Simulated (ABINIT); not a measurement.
# As (R-3m) in ABINIT: settings compared

Aim: see how the results for As move with the level of theory and the settings. Levels: PBE+D3(BJ), PBE+D4, PBE0. Tasks: relaxation of cell and atoms, single point.

Program: ABINIT 10.8.3 (patched build). These are calculated values, not measurements. Logs are shortened: lines on timing, memory, paths and dates and some standing lists are left out, and cuts for length are marked. The log counts tension as positive stress, the text compression.

## Step 1: The crystal as given

Symmetry: R-3m, No. 166, trigonal system. The conventional cell has a = 3.762 Å, b = 3.762 Å, c = 10.542 Å, α = 90.00°, β = 90.00°, γ = 120.00°. Around As (site symmetry 3m) lie 3 As at 2.51 Å.

## Step 2: Relaxation of cell and atoms, PBE+D3(BJ)

Input file run.py:

```python
import json, os
import numpy as np
from ase.constraints import FixSymmetry
from ase.optimize import LBFGS
from ase.filters import FrechetCellFilter
from ase.units import GPa
from ase.calculators.mixing import SumCalculator
from dftd3.ase import DFTD3
from ase.calculators.abinit import Abinit, AbinitProfile
from ase import Atoms

atoms = Atoms(['As', 'As'],
              cell=[[1.8807968987, 1.0858785957, 3.5140619945], [-1.8807968987, 1.0858785957, 3.5140619945], [0.0, -2.1717571915, 3.5140619945]],
              scaled_positions=[[0.226, 0.226, 0.226], [0.774, 0.774, 0.774]],
              pbc=True)

profile = AbinitProfile(command='abinit', pp_paths=[os.path.abspath('pseudos')])
params = dict(
    pps='pawxml', xc='PBE',
    chksymtnons=0,
    tolsym=1e-05,
    ecut=408.1708,
    pawecutdg=816.3416,
    pawxcdev=0,
    kptopt=1,
    ngkpt=[7, 7, 7],
    nshiftk=1,
    shiftk=[0.0, 0.0, 0.0],
    ixc=11,
    nband=19,
    occopt=3,
    tsmear=0.05,
    nstep=100,
    tolvrs=1e-09,
    prtwf=0,
    prtden=0,
    ecutsm=0.5,
)

atoms.calc = SumCalculator([Abinit(profile=profile, directory='run', **params), DFTD3(method='pbe', damping='d3bj')])
atoms.set_constraint(FixSymmetry(atoms, symprec=1e-4))
opt = LBFGS(FrechetCellFilter(atoms), trajectory='opt.traj')
converged = opt.run(fmax=0.01, steps=30)
print('converged', converged)
print('cell (A)', np.round(atoms.cell[:], 5).tolist())
energy = atoms.get_potential_energy()
forces = atoms.get_forces()
stress = atoms.get_stress()
print(f'energy {energy:.6f} eV')
print('forces (eV/A)')
print(np.round(forces, 5))
print('stress (GPa, Voigt, tension positive)', np.round(stress / GPa, 4))
json.dump(dict(energy=energy, forces=forces.tolist(), stress=stress.tolist(), cell=atoms.cell.tolist(), frac=atoms.get_scaled_positions(wrap=False).tolist()), open('results.json', 'w'))
```

Potentials or basis: JTH PAW PBE v2.0.

Command:

```
python run.py
```

The log of the run:

```text
Step          Energy          fmax
LBFGS:    0    -6197.934382        0.409483
LBFGS:    1    -6197.938897        0.293753
LBFGS:    2    -6197.944503        0.236048
LBFGS:    3    -6197.945629        0.251977
LBFGS:    4    -6197.950334        0.245080
LBFGS:    5    -6197.953168        0.158869
LBFGS:    6    -6197.954670        0.102959
LBFGS:    7    -6197.956008        0.108925
LBFGS:    8    -6197.956411        0.086158
LBFGS:    9    -6197.956866        0.026901
LBFGS:   10    -6197.957117        0.009713
converged True
cell (A) [[1.89608, 1.0947, 3.35408], [-1.89608, 1.0947, 3.35408], [0.0, -2.18941, 3.35408]]
energy -6197.957117 eV
forces (eV/A)
[[-0.       0.       0.01018]
 [ 0.      -0.      -0.01018]]
stress (GPa, Voigt, tension positive) [-0.0273 -0.0273 -0.048  -0.     -0.     -0.    ]
```

abinit.in:

```text
chksymtnons 0
ecut 408.1708 eV
ecutsm 0.5
ixc 11
kptopt 1
natom 2
nband 19
ngkpt
7 7 7
nshiftk 1
nsppol 1
nstep 100
occopt 3
pawecutdg 816.3416 eV
pawxcdev 0
prtden 0
prtwf 0
shiftk
0.0 0.0 0.0
tolsym 1e-05
tolvrs 1e-09
tsmear 0.05 eV
#Definition of the unit cell
acell
1.00000000000000 1.00000000000000 1.00000000000000 Angstrom
rprim
1.89608129995072 1.09470304893196 3.35407594578399
-1.89608129995072 1.09470304893196 3.35407594578399
0.00000000000000 -2.18940609786393 3.35407594578399
chkprim 0 # Allow non-primitive cells
#Definition of the atom types
ntypat 1
znucl 33
#Enumerate different atomic species
typat
 1 1
pseudos "./pseudos/As.GGA_PBE-JTH.xml"
#Definition of the atoms
xcart
-0.00000000000000 0.00000000000000 4.37590544553487
0.00000000000000 0.00000000000000 14.63894938283279
chkexit 1 # abinit.exit file in the running directory terminates after the current SCF
```

abinit.abo:

```text
.Version 10.8.3 of ABINIT
 Symmetries : space group R-3 m (#166); Bravais hR (rhombohedral)
================================================================================
 Values of the parameters that define the memory need of the present run
     intxc =       0    ionmov =       0      iscf =      17    lmnmax =      18
     lnmax =       6     mgfft =      30  mpssoang =       3    mqgrid =    3001
     natom =       2  nloc_mem =       2    nspden =       1   nspinor =       1
    nsppol =       1      nsym =      12    n1xccc =       1    ntypat =       1
    occopt =       3   xclevel =       2
       mpw =         797          nfft =       27000          nkpt =          44
 PAW method is used; the additional fine FFT grid is defined by:
   mgfftf=        40    nfftf =     64000
================================================================================
================================================================================

--------------------------------------------------------------------------------
------------- Echo of variables that govern the present computation ------------
--------------------------------------------------------------------------------
 -outvars: echo values of preprocessed input variables --------
            acell      1.8897261259E+00  1.8897261259E+00  1.8897261259E+00 Bohr
              amu      7.49215900E+01
          chkexit           1
          chkprim           0
      chksymtnons           0
             ecut      1.50000002E+01 Hartree
           ecutsm      5.00000000E-01 Hartree
              ixc          11
         kptrlatt        7    0    0      0    7    0      0    0    7
          kptrlen      5.01630412E+01
            natom           2
            nband          19
            ngfft          30      30      30
          ngfftdg          40      40      40
             nkpt          44
            nstep         100
             nsym          12
           ntypat           1
           occopt           3
        pawecutdg      3.00000005E+01 Hartree
         pawxcdev           0
           prtden           0
            prtwf           0
            rprim      1.8960813000E+00  1.0947030489E+00  3.3540759458E+00
                      -1.8960813000E+00  1.0947030489E+00  3.3540759458E+00
                       0.0000000000E+00 -2.1894060979E+00  3.3540759458E+00
          spgroup         166
           tolvrs      1.00000000E-09
           tsmear      1.83746611E-03 Hartree
            typat      1  1
           useylm           1
           xangst      7.4464754742E-18  3.8588244733E-17  2.3156294373E+00
                       1.0223989354E-16  1.3261392076E-16  7.7465983997E+00
            xcart      1.4071799249E-17  7.2921214225E-17  4.3759054455E+00
                       1.9320539793E-16  2.5060399072E-16  1.4638949383E+01
             xred      2.3013088897E-01  2.3013088897E-01  2.3013088897E-01
                       7.6986911099E-01  7.6986911099E-01  7.6986911099E-01
            znucl       33.00000

================================================================================

 chkinp: Checking input parameters for consistency.

================================================================================
== DATASET  1 ==================================================================

--- !DatasetInfo
iteration_state: {dtset: 1, }
dimensions: {natom: 2, nkpt: 44, mband: 19, nsppol: 1, nspinor: 1, nspden: 1, mpw: 797, }
cutoff_energies: {ecut:  15.0, pawecutdg:  30.0, }
[... 86 lines left out ...]
- [  0.00000000E+00,  -1.15202737E-04,   0.00000000E+00, ]
- [  0.00000000E+00,   0.00000000E+00,  -1.17900968E-04, ]
pressure_GPa:   3.4158E+00
xred      :
- [  2.3013E-01,   2.3013E-01,   2.3013E-01, As]
- [  7.6987E-01,   7.6987E-01,   7.6987E-01, As]
cartesian_forces: # hartree/bohr
- [  4.23098292E-20,   4.01715704E-20,   2.63061083E-04, ]
- [ -4.23098292E-20,  -4.01715704E-20,  -2.63061083E-04, ]
force_length_stats: {min:   2.63061083E-04, max:   2.63061083E-04, mean:   2.63061083E-04, }
...

 Integrated electronic density in atomic spheres:
 ------------------------------------------------
 Atom  Sphere_radius  Integrated_density
    1        2.10392         12.59124369
    2        2.10392         12.59124369

================================================================================

 ----iterations are completed or convergence reached----

 Mean square residual over all n,k,spin=   10.071E-12; max=  53.026E-10
 reduced coordinates (array xred) for    2 atoms
       0.230130888974      0.230130888974      0.230130888974
       0.769869110988      0.769869110988      0.769869110988
 rms dE/dt=  1.6674E-03; max dE/dt=  1.6674E-03; dE/dt below (all hartree)
    1      -0.001667356099     -0.001667356099     -0.001667356099
    2       0.001667356099      0.001667356099      0.001667356099

 cartesian coordinates (angstrom) at end:
    1      0.00000000000000     0.00000000000000     2.31562943727244
    2      0.00000000000000     0.00000000000000     7.74659839970227

 cartesian forces (hartree/bohr) at end:
    1      0.00000000000000     0.00000000000000     0.00026306108260
    2     -0.00000000000000    -0.00000000000000    -0.00026306108260
 frms,max,avg= 1.5187839E-04 2.6306108E-04   0.000E+00  0.000E+00  0.000E+00 h/b

 cartesian forces (eV/Angstrom) at end:
    1      0.00000000000000     0.00000000000000     0.01352714474877
    2     -0.00000000000000    -0.00000000000000    -0.01352714474877
 frms,max,avg= 7.8099007E-03 1.3527145E-02   0.000E+00  0.000E+00  0.000E+00 e/A
 length scales=  1.889726125908  1.889726125908  1.889726125908 bohr
              =  1.000000000000  1.000000000000  1.000000000000 angstroms
 Fermi (or HOMO) energy (hartree) =   0.24508   Average Vxc (hartree)=  -0.36639
 Eigenvalues (hartree) for nkpt=  44  k points:
 kpt#   1, nband= 19, wtk=  0.00292, kpt=  0.0000  0.0000  0.0000 (reduced coord)
  -1.08752   -1.08752   -1.08598   -1.08598   -1.08497   -1.08356   -1.08356   -1.08316
  -1.08182   -1.08182   -0.30941    0.04155    0.16098    0.16899    0.16899    0.32408
   0.36148    0.36148    0.48556
      occupation numbers for kpt#   1
   2.00000    2.00000    2.00000    2.00000    2.00000    2.00000    2.00000    2.00000
   2.00000    2.00000    2.00000    2.00000    2.00000    2.00000    2.00000    0.00000
   0.00000    0.00000    0.00000
 prteigrs : prtvol=0 or 1, do not print more k-points.

--- !EnergyTerms
iteration_state     : {dtset: 1, }
comment             : Components of total free energy in Hartree
kinetic             :  7.80012809671872E+00
hartree             :  6.42986674515204E+01
xc                  : -4.28526555514326E+00
Ewald energy        : -1.21613396389025E+02
psp_core            :  4.98818525174123E+00
local_psp           : -1.75395371311621E+02
PAW spherical_terms : -3.53182491511612E+00
internal            : -2.27738877370925E+02
'-kT*entropy'       : -2.24314666987470E-05
total_energy        : -2.27738899802392E+02
total_energy_eV     : -6.19709116575766E+03
...

--- !EnergyTermsDC
iteration_state     : {dtset: 1, }
comment             : '"Double-counting" decomposition of free energy'
band_energy         : -2.16207562555556E+01
Ewald energy        : -1.21613396389025E+02
psp_core            :  4.98818525174123E+00
xc_dc               : -6.30456338521888E+01
PAW spherical_terms : -2.64472686625225E+01
internal            : -2.27738869907551E+02
'-kT*entropy'       : -2.24314666987470E-05
total_energy_dc     : -2.27738892339018E+02
total_energy_dc_eV  : -6.19709096266889E+03
...

--- !EnergyTermsWithPAWCore
iteration_state     : {dtset: 1, }
comment             : 'Components of total free energy, including PAW core contributions'
Total energy        : -4.52195516156935E+03
Total energy DC     : -4.52195515410598E+03
Total energy (eV)   : -1.23048668488471E+05
Total energy DC (eV): -1.23048668285382E+05
...

 Cartesian components of stress tensor (hartree/bohr^3)
  sigma(1 1)= -1.15202737E-04  sigma(3 2)=  0.00000000E+00
  sigma(2 2)= -1.15202737E-04  sigma(3 1)=  0.00000000E+00
  sigma(3 3)= -1.17900968E-04  sigma(2 1)=  0.00000000E+00

-Cartesian components of stress tensor (GPa)         [Pressure=  3.4158E+00 GPa]
- sigma(1 1)= -3.38938155E+00  sigma(3 2)=  0.00000000E+00
- sigma(2 2)= -3.38938155E+00  sigma(3 1)=  0.00000000E+00
- sigma(3 3)= -3.46876622E+00  sigma(2 1)=  0.00000000E+00

== END DATASET(S) ==============================================================
================================================================================

 -outvars: echo values of variables after computation  --------
            acell      1.8897261259E+00  1.8897261259E+00  1.8897261259E+00 Bohr
           etotal     -2.2773889234E+02
            fcart      4.2309829217E-20  4.0171570440E-20  2.6306108260E-04
                      -4.2309829217E-20 -4.0171570440E-20 -2.6306108260E-04
            rprim      1.8960813000E+00  1.0947030489E+00  3.3540759458E+00
                      -1.8960813000E+00  1.0947030489E+00  3.3540759458E+00
                       0.0000000000E+00 -2.1894060979E+00  3.3540759458E+00
           strten     -1.1520273746E-04 -1.1520273746E-04 -1.1790096750E-04
                       0.0000000000E+00  0.0000000000E+00  0.0000000000E+00
           xangst      7.4464754742E-18  3.8588244733E-17  2.3156294373E+00
                       1.0223989354E-16  1.3261392076E-16  7.7465983997E+00
             xred      2.3013088897E-01  2.3013088897E-01  2.3013088897E-01
                       7.6986911099E-01  7.6986911099E-01  7.6986911099E-01
 Calculation completed.
```

Wall time 3 min (1 thread of Intel Xeon 6975P-C (Granite Rapids), shared host); peak memory 0.11 GiB.

Results:

| Item | Value |
| --- | --- |
| Free energy | -6197.9569 eV |
| Relaxed volume | 20.89 Å³/atom |
| Relaxed cell | a = 4.005 Å, b = 4.005 Å, c = 4.005 Å, α = 56.51°, β = 56.51°, γ = 56.51° |
| Space group after relaxing (to 0.05 Å) | R-3m (No. 166) |
| Energy gained by relaxing | 11.4 meV/atom |
| Ionic steps | 11 |
| Pressure after relaxing | 0.0 GPa |
| Largest force after relaxing | 0.010 eV/Å |
| Band gap on the k mesh | 0.32 eV, indirect (least direct gap 0.77 eV) |
| Valence electrons inside the program's atomic spheres | As 12.59 (radii [1.1133] Å) |
| Dispersion energy per atom | -0.433 eV |

Forces on the atoms (eV/Å):
```
As   0.000  0.000  0.010
As   0.000  0.000 -0.010
```

Step by step:
| step | energy change (eV) | largest force (eV/Å) | pressure (GPa) | volume (Å³) |
| --- | --- | --- | --- | --- |
| 1 | 0.0000 | 0.4095 | 0.52 | 43.06 |
| 2 | -0.0045 | 0.2938 | 0.10 | 43.13 |
| 3 | -0.0101 | 0.0236 | -0.80 | 43.18 |
| 4 | -0.0112 | 0.0223 | -0.85 | 43.09 |
| 5 | -0.0160 | 0.1435 | -0.63 | 42.43 |
| 6 | -0.0188 | 0.1643 | -0.05 | 41.79 |
| 7 | -0.0203 | 0.1071 | 0.33 | 41.56 |
| 8 | -0.0216 | 0.0015 | 0.58 | 41.53 |
| 9 | -0.0220 | 0.0245 | 0.50 | 41.59 |
| 10 | -0.0225 | 0.0282 | 0.18 | 41.72 |
| 11 | -0.0227 | 0.0102 | 0.03 | 41.77 |

Final structure:
```cif
data_structure
_symmetry_space_group_name_H-M 'P 1'
_symmetry_Int_Tables_number 1
_cell_length_a 4.0054
_cell_length_b 4.0054
_cell_length_c 4.0054
_cell_angle_alpha 56.508
_cell_angle_beta 56.508
_cell_angle_gamma 56.508
_cell_volume 41.77
loop_
_atom_site_label
_atom_site_type_symbol
_atom_site_fract_x
_atom_site_fract_y
_atom_site_fract_z
_atom_site_occupancy
As1 As 0.23013 0.23013 0.23013 1
As2 As 0.76987 0.76987 0.76987 1
```

Caveat: the log and the count of SCF iterations are those of the last ABINIT call alone; an odd mesh through Γ misses points on the zone boundary, where band edges often lie.

[end of part 1 of 2]
